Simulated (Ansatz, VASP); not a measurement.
# Two plane-wave programs on GaAs

```
Ga As
1.0
     0.00000    2.82685    2.82685
     2.82685    0.00000    2.82685
     2.82685    2.82685    0.00000
Ga As
1 1
Cartesian
  0.0000 0.0000 0.0000
  4.2403 4.2403 4.2403
```

Alike in both runs: task single point; functional PBE; k mesh 8 × 8 × 8; occupations gaussian, width 0.05 eV; no spin polarisation.

|  | VASP | Ansatz |
| --- | --- | --- |
| version | VASP 6.6.1 | Ansatz 0.2.0 |
| potentials or method | VASP PAW PBE potentials, release 64 (Ga_d, As) | scalar-relativistic, plane waves, PAW |
| plane-wave cutoff (eV) | 520 | 420 |
| valence electrons in the cell | 18 | 28 |

|  | VASP | Ansatz | Ansatz less VASP |
| --- | --- | --- | --- |
| gap on the k mesh at the Fermi level (eV) | 0.52 | 0.52 | -0.005 |
| least direct gap on the mesh (eV) | 0.52 | 0.52 | -0.005 |
| pressure (GPa) | 3.5 | 3.3 | -0.19 |

The two sets of potentials don't hold the same shells in valence.

A k mesh can miss the band edges. A hybrid or GW would open this gap; PBE tends to underestimate it.
